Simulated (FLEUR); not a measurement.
# Nb (Im-3m) in FLEUR: single point with LDA

Aim: the single point of Nb with LDA.

Everything below comes from runs of FLEUR MaX-R8.1 (patched build s14). Logs are shortened: lines on timing, memory, paths and dates and some standing lists are left out, and cuts for length are marked.

### Step 1. The structure

The structure is cubic, space group Im-3m (No. 229). The conventional cell has a = 3.328 Å, b = 3.328 Å, c = 3.328 Å, α = 90.00°, β = 90.00°, γ = 90.00°. Around Nb (site symmetry m-3m) lie 8 Nb at 2.88 Å.

### Step 2. Single point, LDA, collinear spin, ferromagnetic start

File inp.xml:

```xml
<?xml version="1.0" encoding="UTF-8" standalone="no"?>
<fleurInput fleurInputVersion="0.39">
   <comment>
      Nb                                                                                                  
   </comment>
   <calculationSetup>
      <cutoffs Kmax="3.8" Gmax="11.8" GmaxXC="11.8" numbands="0"/>
      <scfLoop itmax="60" minDistance="0.00001" maxIterBroyd="15" imix="Anderson" alpha="0.05" precondParam="0.0" spinf="2.0"/>
      <coreElectrons ctail="T" frcor="F" kcrel="0" coretail_lmax="0"/>
      <xcFunctional name="vwn" relativisticCorrections="F"/>
      <magnetism jspins="2" fixed_moment="0.25"/>
      <soc l_soc="F" theta="0.0" phi="0.0" spav="F"/>
      <expertModes spex="0" secvar="F"/>
      <geometryOptimization l_f="F" forcealpha="1.0" forcemix="BFGS" epsdisp="0.00001" epsforce="0.00001"/>
      <ldaU l_linMix="F" mixParam="0.05" spinf="1.0"/>
   </calculationSetup>
   <cell>
      <bzIntegration valenceElectrons="13.0" mode="hist" fermiSmearingEnergy="0.00183747">
         <kPointListSelection listName="default-1"/>
         <!-- k-points included here -->
         <xi:include xmlns:xi="http://www.w3.org/2001/XInclude" href="kpts.xml"> </xi:include>
      </bzIntegration>
      <!-- symmetry operations included here -->
      <xi:include xmlns:xi="http://www.w3.org/2001/XInclude" href="sym.xml"> </xi:include>
      <bulkLattice scale="1.0">
         <bravaisMatrix>
            <row-1>   -3.1444097850281700     3.1444097850281700     3.1444097850281700</row-1>
            <row-2>    3.1444097850281700    -3.1444097850281700     3.1444097850281700</row-2>
            <row-3>    3.1444097850281700     3.1444097850281700    -3.1444097850281700</row-3>
         </bravaisMatrix>
      </bulkLattice>
   </cell>
   <atomSpecies>
      <species name="Niobium (N.500" element="Nb" atomicNumber="41">
         <mtSphere radius="2.52" gridPoints="833" logIncrement="0.015"/>
         <atomicCutoffs lmax="10" lnonsphr="8"/>
         <electronConfig flipSpins="F">
            <coreConfig>(1s1/2) (2s1/2) (2p1/2) (2p3/2) (3s1/2) (3p1/2) (3p3/2) (3d3/2) (3d5/2)</coreConfig>
            <valenceConfig>(4s1/2) (4p1/2) (4p3/2) (5s1/2) (4d3/2) (4d5/2)</valenceConfig>
            <stateOccupation state="(5s1/2)" spinUp="0.5" spinDown="0.5"/>
            <stateOccupation state="(4d3/2)" spinUp="0.8" spinDown="0.8"/>
            <stateOccupation state="(4d5/2)" spinUp="1.45" spinDown="0.95"/>
         </electronConfig>
         <energyParameters s="5" p="5" d="4" f="4"/>
         <lo type="SCLO" l="0" n="4" eDeriv="0"/>
         <lo type="SCLO" l="1" n="4" eDeriv="0"/>
         <lo type="SCLO" l="1" n="4" eDeriv="1"/>
         <lo type="SCLO" l="2" n="4" eDeriv="2"/>
         <lo type="SCLO" l="3" n="4" eDeriv="2"/>
      </species>
   </atomSpecies>
   <atomGroups>
      <atomGroup species="Niobium (N.500">
         <relPos label="                   1">.0000000000 .0000000000 .0000000000</relPos>
         <force calculate="T" relaxXYZ="TTT"/>
      </atomGroup>
   </atomGroups>
   <output dos="F" band="F" slice="F">
      <checks vchk="F" cdinf="F"/>
      <bandDOS minEnergy="-.5*Htr" maxEnergy="0.5*Htr" sigma="0.015" storeEVData="T"/>
      <vacuumDOS vacdos="F" integ="F" star="F" nstars="0" locx1="0.0" locy1="0.0" locx2="0.0" locy2="0.0" nstm="0" tworkf="0.0"/>
      <unfoldingBand unfoldBand="F" supercellX="1" supercellY="1" supercellZ="1"/>
      <plotting iplot="0" polar="F">
         <plot TwoD="T" vec1="  1.0  0.0  0.0" vec2="  0.0  1.0  0.0" vec3="  0.0  0.0  1.0" zero="  0.0  0.0  0.0" file="plot"/>
      </plotting>
      <chargeDensitySlicing numkpt="0" minEigenval="0.0" maxEigenval="0.0" nnne="0" pallst="F"/>
      <specialOutput eonly="F"/>
      <magneticCircularDichroism mcd="F" energyLo="-10.0" energyUp="0.0"/>
   </output>
  <!-- We include the file relax.xml here to enable relaxations (see documentation) -->
  <xi:include xmlns:xi="http://www.w3.org/2001/XInclude" href="relax.xml"> <xi:fallback/> </xi:include>
</fleurInput>
```

File crystal.txt:

```
Nb
&input cartesian=F /
-1.6639500000  1.6639500000  1.6639500000
1.6639500000  -1.6639500000  1.6639500000
1.6639500000  1.6639500000  -1.6639500000
1.8897261246
1.0 1.0 1.0

1
41 0.0000000000  0.0000000000  0.0000000000 : 0.500

&kpt div1=11 div2=11 div3=11 gamma=T /
```

Potentials or basis: all-electron, FLAPW.

Launch:

```bash
inpgen -f crystal.txt -profile fastHighL
# inp.xml edited to the form shown
fleur
```

Log:

```text
Welcome to FLEUR        (www.flapw.de)
      MaX-Release 8.1          (www.max-centre.eu)

 ========== k-point set info ==========
 Selected k-point list: default-1
 k-point list type: mesh
 11 x 11 x 11
 Number of k points: 56

 ------------Calculation Setup---------------------------
 Number of OMP-threads    :            1
 Number of basis functions:          170
 Approximate size of matrices (H+S) per k-point:         0.000 GB
 --------------------------------------------------------
 Iteration:     1   Distance:      11.78345899 me/bohr^3
 Iteration:     2   Distance:      10.77362622 me/bohr^3
 Iteration:     3   Distance:       4.23235306 me/bohr^3
 Iteration:     4   Distance:       1.73748310 me/bohr^3
 Iteration:     5   Distance:       0.97155409 me/bohr^3
 Iteration:     6   Distance:       0.18733432 me/bohr^3
 Iteration:     7   Distance:       0.08370805 me/bohr^3
 Iteration:     8   Distance:       0.00435646 me/bohr^3
 Iteration:     9   Distance:       0.00364598 me/bohr^3
 Iteration:    10   Distance:       0.00036153 me/bohr^3
 Iteration:    11   Distance:       0.00009054 me/bohr^3
 Iteration:    12   Distance:       0.00005878 me/bohr^3
 Iteration:    13   Distance:       0.00000452 me/bohr^3

 ********************************************************************
 Run finished successfully
 Stop message:
   all done
 ********************************************************************
```

out.xml (last iteration):

```text
<iteration numberForCurrentRun="   13" overallNumber="   13">
         <energyParameters units="Htr">
            <atomicEP atomType="1" spin="1" branch="5s" branchLowest="-1.50" branchHighest="2.33" value="0.3188511937"/>
            <atomicEP atomType="1" spin="1" branch="5p" branchLowest="-0.57" branchHighest="2.99" value="0.4331549981"/>
            <atomicEP atomType="1" spin="1" branch="4d" branchLowest="-6.61" branchHighest="0.87" value="0.4332037561"/>
            <atomicEP atomType="1" spin="1" branch="4f" branchLowest="-9.99" branchHighest="2.33" value="0.6936408388"/>
            <loAtomicEP atomType="1" spin="1" branch="4s" branchLowest="-15.47" branchHighest="-1.50" value="-1.5343580326"/>
            <loAtomicEP atomType="1" spin="1" branch="4p" branchLowest="-12.11" branchHighest="-0.57" value="-0.6605034352"/>
            <loAtomicEP atomType="1" spin="1" branch="4p" branchLowest="-12.11" branchHighest="-0.57" value="-0.6605034352"/>
            <loAtomicEP atomType="1" spin="1" branch="4d" branchLowest="-6.61" branchHighest="0.87" value="0.4317614019"/>
            <loAtomicEP atomType="1" spin="1" branch="4f" branchLowest="-9.99" branchHighest="2.33" value="0.6936390223"/>
            <atomicEP atomType="1" spin="2" branch="5s" branchLowest="-1.49" branchHighest="2.34" value="0.3250496319"/>
            <atomicEP atomType="1" spin="2" branch="5p" branchLowest="-0.57" branchHighest="2.99" value="0.4393851216"/>
            <atomicEP atomType="1" spin="2" branch="4d" branchLowest="-6.61" branchHighest="0.87" value="0.4389205489"/>
            <atomicEP atomType="1" spin="2" branch="4f" branchLowest="-9.99" branchHighest="2.34" value="0.6999703154"/>
            <loAtomicEP atomType="1" spin="2" branch="4s" branchLowest="-15.47" branchHighest="-1.49" value="-1.5306623048"/>
            <loAtomicEP atomType="1" spin="2" branch="4p" branchLowest="-12.11" branchHighest="-0.57" value="-0.6563772532"/>
            <loAtomicEP atomType="1" spin="2" branch="4p" branchLowest="-12.11" branchHighest="-0.57" value="-0.6563772532"/>
            <loAtomicEP atomType="1" spin="2" branch="4d" branchLowest="-6.61" branchHighest="0.87" value="0.4374670678"/>
            <loAtomicEP atomType="1" spin="2" branch="4f" branchLowest="-9.99" branchHighest="2.34" value="0.6999684966"/>
         </energyParameters>
         <eigenvalues>
            <eigenvaluesAt spin="1" ikpt="1" k_x="0.00000000" k_y="0.00000000" k_z="0.00000000">
                      -1.5423263511       -0.6383071444       -0.6383071444       -0.6383071444        0.2338937811
                       0.4626072628        0.4626072628        0.4626072628        0.5672976196        0.5672976196
                       0.9681809634
            </eigenvaluesAt>
            <eigenvaluesAt spin="1" ikpt="2" k_x="0.00000000" k_y="0.00000000" k_z="0.09090909">
                      -1.5416748630       -0.6423150908       -0.6395320490       -0.6383355296        0.2459810630
                       0.4553614733        0.4606573181        0.4742998498        0.5570736145        0.5674391550
                       0.9775213793
            </eigenvaluesAt>
            <eigenvaluesAt spin="1" ikpt="3" k_x="0.00000000" k_y="0.00000000" k_z="0.18181818">
                      -1.5399169382       -0.6528137995       -0.6427883194       -0.6384178743        0.2776129638
                       0.4376166130        0.4516605769        0.5081261266        0.5458204846        0.5691195080
                       0.9887631072
            </eigenvaluesAt>
            <eigenvaluesAt spin="1" ikpt="4" k_x="0.00000000" k_y="0.00000000" k_z="0.27272727">
                      -1.5375885271       -0.6660474013       -0.6469701975       -0.6385321842        0.3110934262
                       0.4172998978        0.4477913917        0.5514286529        0.5601649142        0.5745022452
                       0.9613795694
            </eigenvaluesAt>
         </eigenvalues>
         <bandgap value="0.0174931204" units="eV"/>
         <sumValenceSingleParticleEnergies value="-2.4879242853" units="Htr"/>
         <bandgap value="0.0006237411" units="eV"/>
         <sumValenceSingleParticleEnergies value="-5.0589823765" units="Htr"/>
         <FermiEnergy value="0.4499493471" units="Htr"/>
         <FixedTotalMoment fermiEnergyUp="0.4552412449" fermiEnergyDown="0.4499493471" units="Htr"/>
         <valenceDensity>
            <mtCharges spin="1">
               <mtCharge atomType="1" total="5.6266746" s="1.1430040" p="3.0639047" d="1.4006048" f="0.0160320"/>
            </mtCharges>
            <mtCharges spin="2">
               <mtCharge atomType="1" total="5.4510334" s="1.1387153" p="3.0473854" d="1.2488980" f="0.0133207"/>
            </mtCharges>
            <spinDependentCharge spin="1" total="6.6250000" interstitial="0.9983254" mtSpheres="5.6266746"/>
            <spinDependentCharge spin="2" total="6.3750000" interstitial="0.9239666" mtSpheres="5.4510334"/>
            <totalCharge value="13.0000000000"/>
         </valenceDensity>
         <coreStates atomType="     1" atomicNumber=" 41" spin="1" kinEnergy="   1933.0321307066" eigValSum="  -1127.1255284370" lostElectrons=" 0.000001">
            <state n="1" l="0" j="0.5" energy="-689.2889769809" weight="1.0000000000"/>
            <state n="2" l="0" j="0.5" energy="-95.8994995251" weight="1.0000000000"/>
            <state n="2" l="1" j="0.5" energy="-88.0224262212" weight="1.0000000000"/>
            <state n="2" l="1" j="1.5" energy="-84.5087946214" weight="2.0000000000"/>
            <state n="3" l="0" j="0.5" energy="-15.4714243911" weight="1.0000000000"/>
            <state n="3" l="1" j="0.5" energy="-12.5042622107" weight="1.0000000000"/>
            <state n="3" l="1" j="1.5" energy="-11.9343301788" weight="2.0000000000"/>
            <state n="3" l="2" j="1.5" energy="-6.6742709601" weight="2.0000000000"/>
            <state n="3" l="2" j="2.5" energy="-6.5680491958" weight="3.0000000000"/>
         </coreStates>
         <coreStates atomType="     1" atomicNumber=" 41" spin="2" kinEnergy="   1933.0408091490" eigValSum="  -1127.1173907128" lostElectrons=" 0.000001">
            <state n="1" l="0" j="0.5" energy="-689.2888835729" weight="1.0000000000"/>
            <state n="2" l="0" j="0.5" energy="-95.8988756778" weight="1.0000000000"/>
            <state n="2" l="1" j="0.5" energy="-88.0219219532" weight="1.0000000000"/>
            <state n="2" l="1" j="1.5" energy="-84.5082697267" weight="2.0000000000"/>
            <state n="3" l="0" j="0.5" energy="-15.4709046977" weight="1.0000000000"/>
            <state n="3" l="1" j="0.5" energy="-12.5036950760" weight="1.0000000000"/>
            <state n="3" l="1" j="1.5" energy="-11.9337637470" weight="2.0000000000"/>
            <state n="3" l="2" j="1.5" energy="-6.6735428956" weight="2.0000000000"/>
            <state n="3" l="2" j="2.5" energy="-6.5673189989" weight="3.0000000000"/>
         </coreStates>
         <allElectronCharges>
            <spinDependentCharge spin="1" total="20.6250000" interstitial="0.9983262" mtSpheres="19.6266738"/>
            <spinDependentCharge spin="2" total="20.3750000" interstitial="0.9239675" mtSpheres="19.4510325"/>
            <totalCharge value="40.9999999958"/>
         </allElectronCharges>
         <magneticMomentsInMTSpheres units="muBohr">
            <globalMagMoment atomType="1" vec="0.00000   0.00000   0.17564"/>
            <localMagMoment atomType="1" vec="0.00000   0.00000   0.17564"/>
         </magneticMomentsInMTSpheres>
         <orbitalMomentsInMTSpheres units="muBohr">
            <globalMagMoment atomType="1" vec="0.00000   0.00000   0.00000"/>
            <localMagMoment atomType="1" vec="0.00000   0.00000   0.00000"/>
         </orbitalMomentsInMTSpheres>
         <totalEnergy                                    value="    -3816.4607546141" units="Htr">
            <sumOfEigenvalues                            value="    -2259.3019015264">
               <coreElectrons value="-2254.2429191498"/>
               <valenceElectrons value="-5.0589823765"/>
            </sumOfEigenvalues>
            <densityCoulombPotentialIntegral value="-6055.8591682627"/>
            <densityEffectivePotentialIntegral value="-6208.2995976511"/>
            <chargeDenXCDenIntegral value="-115.0124394076"/>
            <FockExchangeEnergyValence value="0.0000000000"/>
            <FockExchangeEnergyCore value="0.0000000000"/>
            <atomTypeDependentContributions atomType="1">
               <electronNucleiInteractionDifferentMTs value="4598.7096755190"/>
               <MadelungTerm value="-23.8067516809"/>
            </atomTypeDependentContributions>
            <tkbTimesEntropy value="0.0005313875"/>
            <freeEnergy value="-3816.4612860016"/>
            <extrapolationTo0K value="-3816.4610203078"/>
         </totalEnergy>
         <densityConvergence units="me/bohr^3">
            <chargeDensity spin="1" distance="0.0000024450"/>
            <chargeDensity spin="2" distance="0.0000033308"/>
            <overallChargeDensity distance="0.0000036989"/>
            <spinDensity distance="0.0000045235"/>
         </densityConvergence>
      </iteration>
```

Wall time 8 s (1 thread of Intel Xeon 6975P-C (Granite Rapids), shared host); peak memory 0.04 GiB.

Results:

```yaml
Free_energy: -103851.2021 eV
Net_moment: 0.25 μB per cell
Site_moments: Nb +0.18 μB
Valence_electrons_inside_the_program's_atomic_spheres: Nb 11.08 (radii Nb 2.52 bohr)
```

Caveat: the total moment is fixed, so each spin has its own Fermi level.
